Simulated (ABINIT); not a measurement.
# InSe (R3m) in ABINIT: further runs, part 2 of 2

ABINIT 10.8.3 (patched build).

### 3 Single point, PBEsol

Input file run.abi:

```
# Pseudopotentials
pp_dirpath "./"
pseudos "In.upf, Se.upf"

# Structure
acell 3*1.0 Angstrom
rprim
     2.0000000000     1.1547005384     8.4400000000
    -2.0000000000     1.1547005384     8.4400000000
     0.0000000000    -2.3094010768     8.4400000000
ntypat 2
znucl 49 34
natom 4
typat 1 1 2 2
xcart
     0.0000000000     0.0000000000    22.4993520000
     0.0000000000     0.0000000000     0.0000000000
     0.0000000000     0.0000000000     4.3525080000
     0.0000000000     0.0000000000     9.7102200000 Angstrom

# Plane-wave basis
ecut 39.0

# k points
kptopt 1
ngkpt 6 6 6
nshiftk 1
shiftk 0.0 0.0 0.0

# Exchange and correlation
ixc -116133

# Bands and occupations
nband 35
occopt 3
tsmear 0.00183747

# SCF cycle
nstep 100
tolvrs 1.0e-10

# Output
iomode 3
prtwf 0
prtden 0
prteig 0
prtebands 0
prtvol 2
```

Potentials or basis: PseudoDojo NC SR PBEsol v0.4.1 standard.

Run with:

```bash
$ mpirun --bind-to none -np 4 abinit run.abi > log 2>&1
```

run.abo:

```text
.Version 10.8.3 of ABINIT
 Symmetries : space group R3 m (#160); Bravais hR (rhombohedral)
================================================================================
 Values of the parameters that define the memory need of the present run
     intxc =       0    ionmov =       0      iscf =       7    lmnmax =       6
     lnmax =       6     mgfft =      96  mpssoang =       3    mqgrid =    3001
     natom =       4  nloc_mem =       1    nspden =       1   nspinor =       1
    nsppol =       1      nsym =       6    n1xccc =    2501    ntypat =       2
    occopt =       3   xclevel =       2
       mpw =        9219          nfft =      884736          nkpt =          32
================================================================================
================================================================================

--------------------------------------------------------------------------------
------------- Echo of variables that govern the present computation ------------
--------------------------------------------------------------------------------
 -outvars: echo values of preprocessed input variables --------
            acell      1.8897261259E+00  1.8897261259E+00  1.8897261259E+00 Bohr
              amu      1.14820000E+02  7.89600000E+01
             ecut      3.90000000E+01 Hartree
              ixc     -116133
         kptrlatt        6    0    0      0    6    0      0    0    6
          kptrlen      4.53534270E+01
            natom           4
            nband          35
            ngfft          96      96      96
             nkpt          32
            nstep         100
             nsym           6
           ntypat           2
           occopt           3
           prtden           0
        prtebands           0
           prteig           0
           prtvol           2
            prtwf           0
            rprim      2.0000000000E+00  1.1547005384E+00  8.4400000000E+00
                      -2.0000000000E+00  1.1547005384E+00  8.4400000000E+00
                       0.0000000000E+00 -2.3094010768E+00  8.4400000000E+00
          spgroup         160
           tolvrs      1.00000000E-10
           tsmear      1.83747000E-03 Hartree
            typat      1  1  2  2
           xangst     -4.6656507983E-18  4.2789604146E-17  2.2499352000E+01
                       0.0000000000E+00  0.0000000000E+00  0.0000000000E+00
                      -1.6724704282E-18 -1.4546812344E-17  4.3525080000E+00
                       1.9547978799E-17  5.8114263906E-17  9.7102200000E+00
            xcart     -8.8168022079E-18  8.0860632872E-17  4.2517613290E+01
                       0.0000000000E+00  0.0000000000E+00  0.0000000000E+00
                      -3.1605110630E-18 -2.7489491335E-17  8.2250480808E+00
                       3.6940326246E-17  1.0982004279E-16  1.8349656422E+01
             xred      8.8860000000E-01  8.8860000000E-01  8.8860000000E-01
                       0.0000000000E+00  0.0000000000E+00  0.0000000000E+00
                       1.7190000000E-01  1.7190000000E-01  1.7190000000E-01
                       3.8350000000E-01  3.8350000000E-01  3.8350000000E-01
            znucl       49.00000   34.00000

================================================================================

 chkinp: Checking input parameters for consistency.

[... 321 lines left out ...]
 cartesian forces (hartree/bohr) at end:
    1     -0.00000000000000     0.00000000000000     0.00589928721020
    2     -0.00000000000000    -0.00000000000000    -0.00555027531409
    3      0.00000000000000     0.00000000000000    -0.00197025586534
    4      0.00000000000000     0.00000000000000     0.00162124396922
 frms,max,avg= 2.4514874E-03 5.8992872E-03   0.000E+00  0.000E+00  2.281E-07 h/b

 cartesian forces (eV/Angstrom) at end:
    1     -0.00000000000000     0.00000000000000     0.30335354519092
    2     -0.00000000000000    -0.00000000000000    -0.28540663190664
    3      0.00000000000000     0.00000000000000    -0.10131463012169
    4      0.00000000000000     0.00000000000000     0.08336771683741
 frms,max,avg= 1.2606055E-01 3.0335355E-01   0.000E+00  0.000E+00  1.173E-05 e/A
 length scales=  1.889726125908  1.889726125908  1.889726125908 bohr
              =  1.000000000000  1.000000000000  1.000000000000 angstroms
 Fermi (or HOMO) energy (hartree) =   0.14452   Average Vxc (hartree)=  -0.35130
 Eigenvalues (hartree) for nkpt=  32  k points:
 kpt#   1, nband= 35, wtk=  0.00463, kpt=  0.0000  0.0000  0.0000 (reduced coord)
  -1.61019   -1.61019   -1.60991   -1.60991   -1.60851   -1.60851   -1.60830   -1.60830
  -1.60792   -1.60774   -0.40466   -0.39795   -0.39795   -0.39489   -0.39489   -0.39423
  -0.39423   -0.38886   -0.38855   -0.38855   -0.36104   -0.34627   -0.09428    0.01078
   0.08140    0.09046    0.09046    0.09391    0.09391    0.19832    0.21148    0.29863
   0.29863    0.32627    0.33818
      occupation numbers for kpt#   1
   2.00000    2.00000    2.00000    2.00000    2.00000    2.00000    2.00000    2.00000
   2.00000    2.00000    2.00000    2.00000    2.00000    2.00000    2.00000    2.00000
   2.00000    2.00000    2.00000    2.00000    2.00000    2.00000    2.00000    2.00000
   2.00000    2.00000    2.00000    2.00000    2.00000    0.00000    0.00000    0.00000
   0.00000    0.00000    0.00000
 kpt#   2, nband= 35, wtk=  0.02778, kpt=  0.1667  0.0000  0.0000 (reduced coord)
  -1.61019   -1.61019   -1.60991   -1.60991   -1.60851   -1.60851   -1.60830   -1.60830
  -1.60792   -1.60773   -0.40519   -0.40115   -0.39921   -0.39783   -0.39451   -0.39419
  -0.39367   -0.38993   -0.38861   -0.38593   -0.34985   -0.33689   -0.08741   -0.00740
   0.03727    0.07011    0.07849    0.08348    0.09915    0.21512    0.23654    0.27292
[... 352 lines left out ...]
   2.00000    2.00000    2.00000    2.00000    2.00000    2.00000    2.00000    2.00000
   2.00000    2.00000    2.00000    2.00000    2.00000    0.00000    0.00000    0.00000
   0.00000    0.00000    0.00000
 kpt#  32, nband= 35, wtk=  0.00463, kpt=  0.5000  0.5000  0.5000 (reduced coord)
  -1.61019   -1.61019   -1.60991   -1.60991   -1.60851   -1.60851   -1.60830   -1.60830
  -1.60792   -1.60773   -0.40465   -0.39796   -0.39796   -0.39488   -0.39488   -0.39423
  -0.39423   -0.38920   -0.38855   -0.38855   -0.35577   -0.35180   -0.08141   -0.02220
   0.08794    0.08794    0.09667    0.09667    0.13835    0.15056    0.21397    0.29554
   0.29554    0.34284    0.34423
      occupation numbers for kpt#  32
   2.00000    2.00000    2.00000    2.00000    2.00000    2.00000    2.00000    2.00000
   2.00000    2.00000    2.00000    2.00000    2.00000    2.00000    2.00000    2.00000
   2.00000    2.00000    2.00000    2.00000    2.00000    2.00000    2.00000    2.00000
   2.00000    2.00000    2.00000    2.00000    1.93264    0.07192    0.00000    0.00000
   0.00000    0.00000    0.00000
 Total charge density [el/Bohr^3]
)     Maximum=    2.4445E+00  at reduced coord.    0.3125    0.4271    0.4375
)Next maximum=    2.4445E+00  at reduced coord.    0.4271    0.3125    0.4375
)     Minimum=    4.8296E-04  at reduced coord.    0.0000    0.0000    0.0000
)Next minimum=    6.1430E-04  at reduced coord.    0.8958    0.8854    0.8854
   Integrated=    5.8000E+01

--- !EnergyTerms
iteration_state     : {dtset: 1, }
comment             : Components of total free energy in Hartree
kinetic             :  2.40309713387199E+02
hartree             :  1.13948326879299E+02
xc                  : -8.76022348322227E+01
Ewald energy        : -1.97130854122913E+02
psp_core            :  7.98979249505503E+00
local_psp           : -3.17883008580605E+02
non_local_psp       : -1.34515107240196E+02
internal            : -3.74883372014385E+02
'-kT*entropy'       : -5.50177373221999E-06
total_energy        : -3.74883377516158E+02
total_energy_eV     : -1.02010963827901E+04
band_energy         : -4.11172401350931E+01
...

 Cartesian components of stress tensor (hartree/bohr^3)
  sigma(1 1)= -1.46132100E-05  sigma(3 2)=  0.00000000E+00
  sigma(2 2)= -1.46132104E-05  sigma(3 1)=  0.00000000E+00
  sigma(3 3)=  2.30308770E-05  sigma(2 1)=  0.00000000E+00

-Cartesian components of stress tensor (GPa)         [Pressure=  6.0760E-02 GPa]
- sigma(1 1)= -4.29935482E-01  sigma(3 2)=  0.00000000E+00
- sigma(2 2)= -4.29935492E-01  sigma(3 1)=  0.00000000E+00
- sigma(3 3)=  6.77591796E-01  sigma(2 1)=  0.00000000E+00

== END DATASET(S) ==============================================================
================================================================================

 -outvars: echo values of variables after computation  --------
            acell      1.8897261259E+00  1.8897261259E+00  1.8897261259E+00 Bohr
           etotal     -3.7488337752E+02
            fcart     -5.0310807369E-19  4.6780978046E-19  5.8992872102E-03
                      -5.8154419088E-20 -8.3542466610E-19 -5.5502753141E-03
                       2.4352845954E-19  1.4552486164E-19 -1.9702558653E-03
                       3.1773403324E-19  2.2209002400E-19  1.6212439692E-03
            rprim      2.0000000000E+00  1.1547005384E+00  8.4400000000E+00
                      -2.0000000000E+00  1.1547005384E+00  8.4400000000E+00
                       0.0000000000E+00 -2.3094010768E+00  8.4400000000E+00
           strten     -1.4613210002E-05 -1.4613210365E-05  2.3030877046E-05
                       0.0000000000E+00  0.0000000000E+00  0.0000000000E+00
           xangst     -4.6656507983E-18  4.2789604146E-17  2.2499352000E+01
                       0.0000000000E+00  0.0000000000E+00  0.0000000000E+00
                      -1.6724704282E-18 -1.4546812344E-17  4.3525080000E+00
                       1.9547978799E-17  5.8114263906E-17  9.7102200000E+00
             xred      8.8860000000E-01  8.8860000000E-01  8.8860000000E-01
                       0.0000000000E+00  0.0000000000E+00  0.0000000000E+00
                       1.7190000000E-01  1.7190000000E-01  1.7190000000E-01
                       3.8350000000E-01  3.8350000000E-01  3.8350000000E-01
 Calculation completed.
```

Wall time 8.8 min (4 MPI ranks of Arm Neoverse V1, shared host); peak memory 1.6 GiB.

Results:

| Item | Value |
| --- | --- |
| Free energy | -10201.0964 eV |
| Pressure | 0.1 GPa |
| Largest force | 0.303 eV/Å |
| Band gap on the k mesh | 0.33 eV, direct |
| Valence electrons inside the program's atomic spheres | In 9.89; Se 13.23 |

Forces in eV/Å, atoms in the order of the input:
```
In   0.000  0.000  0.303
In   0.000  0.000 -0.285
Se   0.000  0.000 -0.101
Se   0.000  0.000  0.083
```

Caveat: spin-orbit coupling is left out, which moves the levels of the heavy elements.

### 4 How close it comes

Step 2. Against the measured gap of InSe, 1.25 eV (300 K; “The Interaction of Hydrogen with the van der Waals Crystal γ-InSe”, 2020, pmc:7321205), the calculated 0.33 eV is off by -0.92 eV. Spin-orbit coupling on In, Se is left out. The value is that of PBEsol on a finite k mesh, which can miss the band edges, without temperature or zero-point motion. Semilocal functionals fall short of measured gaps as a rule.

Step 3. Measured gap of InSe: 1.25 eV (300 K; “The Interaction of Hydrogen with the van der Waals Crystal γ-InSe”, 2020, pmc:7321205). This calculation gives 0.33 eV (-0.92 eV). Spin-orbit coupling on In, Se is left out. The value is that of PBEsol on a finite k mesh, which can miss the band edges, without temperature or zero-point motion. Semilocal functionals fall short of measured gaps as a rule.
